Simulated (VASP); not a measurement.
# ZnSe (Stilleite) (F-43m) in VASP: a series of runs, part 2 of 2

VASP 6.6.1.

**3. Phonons, PBEsol, target pressure 1.5 GPa, at which the enthalpy is minimised**

This run uses another cell than the first one, of 22.44 Å³/atom, 0.976 times its volume.

File POSCAR:

```
ZnSe
1.0
    0.0000000000      2.8206646092      2.8206646092
    2.8206646092      0.0000000000      2.8206646092
    2.8206646092      2.8206646092      0.0000000000
  Zn              Se
     1     1
Direct
     0.0000000000000000    0.0000000000000000    0.0000000000000000
     0.2500000000000000    0.2500000000000000    0.2500000000000000
```

File INCAR.step1:

```
SYSTEM = ZnSe
PREC = Accurate
ENCUT = 600
EDIFF = 1E-8
ISMEAR = 0
SIGMA = 0.03
LREAL = .FALSE.
LASPH = .TRUE.
NELM = 80
ALGO = Normal
ISIF = 3
LWAVE = .FALSE.
LCHARG = .FALSE.
GGA = PS
PSTRESS = 15.0
IBRION = 2
NSW = 40
EDIFFG = -0.002
```

File INCAR.step2:

```
SYSTEM = ZnSe
PREC = Accurate
ENCUT = 600
EDIFF = 1E-8
ISMEAR = 0
SIGMA = 0.03
LREAL = .FALSE.
LASPH = .TRUE.
NELM = 80
ALGO = Normal
ISIF = 2
LWAVE = .FALSE.
LCHARG = .FALSE.
GGA = PS
PSTRESS = 15.0
IBRION = 6
NFREE = 2
POTIM = 0.015
NSW = 1
```

File KPOINTS:

```
Automatic mesh
0
G
  8 8 8
  0 0 0
```

Potentials or basis: VASP PAW PBE potentials, release 64 (Zn, Se).

On the command line:

```console
> cat potpaw_PBE.64/Zn/POTCAR potpaw_PBE.64/Se/POTCAR > POTCAR
> cp INCAR.step1 INCAR
> mpirun -np 1 vasp_std > vasp.out
> cp CONTCAR POSCAR
> cp INCAR.step2 INCAR
> mpirun -np 1 vasp_std > vasp.out
```

OUTCAR:

```text
SYSTEM = ZnSe
   PREC = Accurate
   ENCUT = 600
   EDIFF = 1E-8
   ISMEAR = 0
   LREAL = .FALSE.
   LASPH = .TRUE.
   NELM = 80
   ISIF = 2
   GGA = PS
   PSTRESS = 15.0
   IBRION = 6
   NFREE = 2
   POTIM = 0.015
   NSW = 1

 ion  position               nearest neighbor table
   1  0.000  0.000  0.000-   2 2.42   2 2.42   2 2.42   2 2.42
   2  0.250  0.250  0.250-   1 2.42   1 2.42   1 2.42   1 2.42

  LATTYP: Found a face centered cubic cell.
 ALAT       =     5.5992577147

  Lattice vectors:

 A1 = (   0.0000000000,   2.7996288573,   2.7996288573)
 A2 = (   2.7996288573,   0.0000000000,   2.7996288573)
 A3 = (   2.7996288573,   2.7996288573,   0.0000000000)

Analysis of symmetry for initial positions (statically):
=====================================================================
 Subroutine PRICEL returns:
 Original cell was already a primitive cell.

 Routine SETGRP: Setting up the symmetry group for a
 face centered cubic supercell.

 Subroutine GETGRP returns: Found 24 space group operations
 (whereof 24 operations were pure point group operations)
 out of a pool of 48 trial point group operations.

The static configuration has the point symmetry T_d .

Analysis of symmetry for dynamics (positions and initial velocities):
=====================================================================
 Subroutine PRICEL returns:
 Original cell was already a primitive cell.

 Routine SETGRP: Setting up the symmetry group for a
 face centered cubic supercell.

 Subroutine GETGRP returns: Found 24 space group operations
 (whereof 24 operations were pure point group operations)
[... 321 lines left out ...]

 k-point     1 :       0.0000    0.0000    0.0000
  band No.  band energies     occupation
      1     -11.7212      2.00000
      2      -4.9012      2.00000
      3      -4.8918      2.00000
      4      -4.8824      2.00000
      5      -4.4864      2.00000
      6      -4.4863      2.00000
      7       1.7890      2.00000
      8       1.8071      2.00000
      9       1.8237      2.00000
     10       3.1238      0.00000
     11       7.5129      0.00000
     12       7.5240      0.00000
     13       7.5367      0.00000
[... 354 lines left out ...]
  band No.  band energies     occupation
      1     -10.7128      2.00000
      2      -4.7808      2.00000
      3      -4.7330      2.00000
      4      -4.5271      2.00000
      5      -4.4806      2.00000
      6      -4.2620      2.00000
      7      -3.3625      2.00000
      8      -0.7726      2.00000
      9       0.2407      2.00000
     10       6.0769      0.00000
     11       7.2188      0.00000
     12       9.2314      0.00000
     13      10.4875      0.00000

 [... further k-points ...]

------------------------ aborting loop because EDIFF is reached ----------------------------------------

  FORCE on cell =-STRESS in cart. coord.  units (eV):
  Direction    XX          YY          ZZ          XY          YZ          ZX
  --------------------------------------------------------------------------------------
  -------------------------------------------------------------------------------------
  Total        0.4101403      0.4121136      0.4121136      0.0000000      0.0979332      0.0000000
  in kB       14.9730974     15.0451363     15.0451363      0.0000000      3.5752721      0.0000000
  external PRESSURE =       0.0211233 kB  Pullay stress =      15.0000000 kB
[... 21 lines left out ...]
  energy  without entropy=       -6.7677643596  energy(sigma->0) =       -6.76776436

  enthalpy is  TOTEN    =        -6.3568871464 eV   P V=        0.4108772132

 INTERNAL STRAIN TENSORS FROM DISPLACED ATOMS
 ============================================

 INTERNAL STRAIN TENSOR FOR ION    1 for displacements in x,y,z  (eV/Angst):
          X           Y           Z          XY          YZ          ZX
  --------------------------------------------------------------------------------
  x    -0.00000    -0.00000    -0.00000     0.00000     6.53737     0.00000
  y     0.00000     0.00000     0.00000     0.00000     0.00000     6.53737
  z    -0.00000    -0.00000    -0.00000     6.53737     0.00000     0.00000

 INTERNAL STRAIN TENSOR FOR ION    2 for displacements in x,y,z  (eV/Angst):
          X           Y           Z          XY          YZ          ZX
  --------------------------------------------------------------------------------
  x     0.00000    -0.00000    -0.00000     0.00000    -6.53223     0.00000
  y    -0.00000    -0.00000    -0.00000     0.00000     0.00000    -6.53223
  z    -0.00000    -0.00000     0.00000    -6.53223     0.00000     0.00000

 Eigenvectors and eigenvalues of the dynamical matrix
 ----------------------------------------------------

   1 f  =    6.495093 THz    40.809870 2PiTHz  216.652967 cm-1    26.861532 meV
             X         Y         Z           dx          dy          dz
      0.000000  0.000000  0.000000     0.000000   -0.738344    0.000000
      1.399814  1.399814  1.399814     0.000000    0.674425    0.000000
[... 21 lines left out ...]
   6 f/i=    0.012082 THz     0.075913 2PiTHz    0.403008 cm-1     0.049967 meV
             X         Y         Z           dx          dy          dz
      0.000000  0.000000  0.000000    -0.051793   -0.005710    0.672409
      1.399814  1.399814  1.399814    -0.056701   -0.006251    0.736137

 ELASTIC MODULI CONTR FROM IONIC RELAXATION (kBar)
 Direction    XX          YY          ZZ          XY          YZ          ZX
 --------------------------------------------------------------------------------
 XX          -0.0000      0.0000      0.0000     -0.0000      0.0000     -0.0000
 YY           0.0000     -0.0000     -0.0000     -0.0000     -0.0000     -0.0000
 ZZ           0.0000     -0.0000     -0.0000      0.0000     -0.0000     -0.0000
 XY          -0.0000     -0.0000      0.0000   -252.4170      0.0000      0.0000
 YZ           0.0000     -0.0000     -0.0000      0.0000   -252.4170      0.0000
 ZX          -0.0000     -0.0000     -0.0000      0.0000      0.0000   -252.4170
 --------------------------------------------------------------------------------
```

OUTCAR.step1:

```text
SYSTEM = ZnSe
   PREC = Accurate
   ENCUT = 600
   EDIFF = 1E-8
   ISMEAR = 0
   LREAL = .FALSE.
   LASPH = .TRUE.
   NELM = 80
   ISIF = 3
[... 680 lines left out ...]
  -------------------------------------------------------------------------------------
  Total        0.4118983      0.4118983      0.4118983      0.0000000      0.0000000      0.0000000
  in kB       15.0372781     15.0372781     15.0372781      0.0000000      0.0000000      0.0000000
  external PRESSURE =       0.0372781 kB  Pullay stress =      15.0000000 kB
[... 21 lines left out ...]
  energy  without entropy=       -6.7686503826  energy(sigma->0) =       -6.76865038

  enthalpy is  TOTEN    =        -6.3577731694 eV   P V=        0.4108772132

 reached required accuracy - stopping structural energy minimisation
```

Wall time 3.4 min (1 thread of AMD EPYC 7R13 (Zen 3), shared host); peak memory 0.24 GiB.

Results:

```yaml
Relaxed_volume: 21.94 Å³/atom
Relaxed_cell: a = 3.959 Å, b = 3.959 Å, c = 3.959 Å, α = 60.00°, β = 60.00°, γ = 60.00°
Space_group_after_relaxing_to_0.05_Å: F-43m (No. 216)
Highest_phonon_frequency_at_Γ_LO-TO_splitting_left_out: 217 cm⁻¹
```

The path:
```tsv
step	energy change (eV)	largest force (eV/Å)	pressure (GPa)	volume (Å³)
1	0.0000	0.0000	-0.02	44.88
2	0.0087	0.0000	2.13	43.51
3	0.0045	0.0000	1.50	43.89
```

Final structure:
```cif
data_structure
_symmetry_space_group_name_H-M 'P 1'
_symmetry_Int_Tables_number 1
_cell_length_a 3.9593
_cell_length_b 3.9593
_cell_length_c 3.9593
_cell_angle_alpha 60.000
_cell_angle_beta 60.000
_cell_angle_gamma 60.000
_cell_volume 43.89
loop_
_atom_site_label
_atom_site_type_symbol
_atom_site_fract_x
_atom_site_fract_y
_atom_site_fract_z
_atom_site_occupancy
Zn1 Zn 0.00000 0.00000 0.00000 1
Se1 Se 0.25000 0.25000 0.25000 1
```

Phonon frequencies in cm⁻¹ (negative: imaginary):
```tsv
q point	frequencies
(0.000, 0.000, 0.000)	0 0 0 217 217 217
```

Caveat: the PAW data sets were made with another functional, which shifts forces and pressure a little.

**4. Dielectric tensor, PBEsol**

This run uses another cell than the first one, of 21.94 Å³/atom, 0.955 times its volume.

File INCAR:

```
SYSTEM = ZnSe
PREC = Accurate
ENCUT = 600
EDIFF = 1E-8
ISMEAR = 0
SIGMA = 0.03
LREAL = .FALSE.
LASPH = .TRUE.
NELM = 80
ALGO = Normal
ISIF = 2
LWAVE = .FALSE.
LCHARG = .FALSE.
GGA = PS
LEPSILON = .TRUE.
```

File KPOINTS:

```
Automatic mesh
0
Monkhorst
  14 14 14
  0 0 0
```

File POSCAR:

```
ZnSe                                    
1.0
    0.0000000000      2.7996288573      2.7996288573
    2.7996288573      0.0000000000      2.7996288573
    2.7996288573      2.7996288573      0.0000000000
  Zn              Se            
     1     1
Direct
     0.0000000000000000    0.0000000000000000    0.0000000000000000
     0.2500000000000000    0.2500000000000000    0.2500000000000000
```

Potentials or basis: VASP PAW PBE potentials, release 64 (Zn, Se).

On the command line:

```console
> cat potpaw_PBE.64/Zn/POTCAR potpaw_PBE.64/Se/POTCAR > POTCAR
> mpirun -np 1 vasp_std > vasp.out
```

OUTCAR:

```text
SYSTEM = ZnSe
   PREC = Accurate
   ENCUT = 600
   EDIFF = 1E-8
   ISMEAR = 0
   LREAL = .FALSE.
   LASPH = .TRUE.
   NELM = 80
   ISIF = 2
   GGA = PS
   LEPSILON = .TRUE.

 ion  position               nearest neighbor table
   1  0.000  0.000  0.000-   2 2.42   2 2.42   2 2.42   2 2.42
   2  0.250  0.250  0.250-   1 2.42   1 2.42   1 2.42   1 2.42

  LATTYP: Found a face centered cubic cell.
 ALAT       =     5.5992577146

  Lattice vectors:

 A1 = (   0.0000000000,   2.7996288573,   2.7996288573)
 A2 = (   2.7996288573,   0.0000000000,   2.7996288573)
[... 632 lines left out ...]
 PIEZOELECTRIC TENSOR FIELD DIRECTION 3  (C/m^2)
 -----------------------------------------------------------------------------
     0.00005 -0.68411  0.00000
    -0.68411  0.00005  0.00000
     0.00000  0.00000 -0.00059

 MACROSCOPIC STATIC DIELECTRIC TENSOR (including local field effects in DFT)
 ------------------------------------------------------
           7.343828    -0.000000     0.000000
          -0.000000     7.343828     0.000000
           0.000000     0.000000     7.343828
 ------------------------------------------------------

 PIEZOELECTRIC TENSOR (including local field effects)  for field in x, y, z        (e  Angst)
          XX          YY          ZZ          XY          YZ          ZX
  --------------------------------------------------------------------------------
  x    -0.00000     0.00000     0.00000     0.00000    -1.87712    -0.00000
  y    -0.00000     0.00000     0.00000    -0.00000    -0.00000    -1.87712
  z    -0.00000     0.00000     0.00000    -1.87712     0.00000     0.00000

 PIEZOELECTRIC TENSOR (including local field effects)  for field in x, y, z        (C/m^2)
          XX          YY          ZZ          XY          YZ          ZX
  --------------------------------------------------------------------------------
  x    -0.00000     0.00000     0.00000     0.00000    -0.68529    -0.00000
  y    -0.00000     0.00000     0.00000    -0.00000    -0.00000    -0.68529
  z    -0.00000     0.00000     0.00000    -0.68529     0.00000     0.00000

 BORN EFFECTIVE CHARGES (including local field effects) (in |e|, cummulative output)
 ---------------------------------------------------------------------------------
 ion    1
    1     1.99149     0.00000     0.00000
    2     0.00000     1.99149     0.00000
    3     0.00000     0.00000     1.99149
 ion    2
    1    -1.99149     0.00000     0.00000
    2     0.00000    -1.99149     0.00000
    3     0.00000     0.00000    -1.99149
```

It took 69 min on 1 thread of AMD EPYC 7R13 (Zen 3), shared host; peak memory 2.2 GiB.

Results:

```yaml
Electronic_dielectric_tensor_diagonal: 7.34
Born_charges_mean_of_the_diagonal: Zn +1.99; Se -1.99 e
```

Levels at points of the mesh, in eV from the valence-band top:
```csv
k point,band 6,band 7,band 8,band 9,band 10,band 11,band 12,band 13
"(0.04, 0.04, 0.04)",-6.28,-0.18,0.00,0.00,1.50,5.71,5.76,5.76
```

Electronic dielectric tensor:
```
7.34 0.00 0.00
0.00 7.34 0.00
0.00 0.00 7.34
```

Born effective charge tensors (e):
atom 1, Zn
```
1.99 0.00 0.00
0.00 1.99 0.00
0.00 0.00 1.99
```
atom 2, Se
```
-1.99  0.00  0.00
 0.00 -1.99  0.00
 0.00  0.00 -1.99
```

Caveat: the PAW data sets were made with another functional, which shifts forces and pressure a little.

**5. How close it comes**

Step 2. Measured high-frequency dielectric constant of ZnSe: 5.9 (a printed reference work, textbook). This calculation gives 7.48 (+26.8 %).

Step 4. A measured high-frequency dielectric constant of ZnSe is 5.9 (a printed reference work, textbook); the calculated 7.34 misses it by +24.5 %.
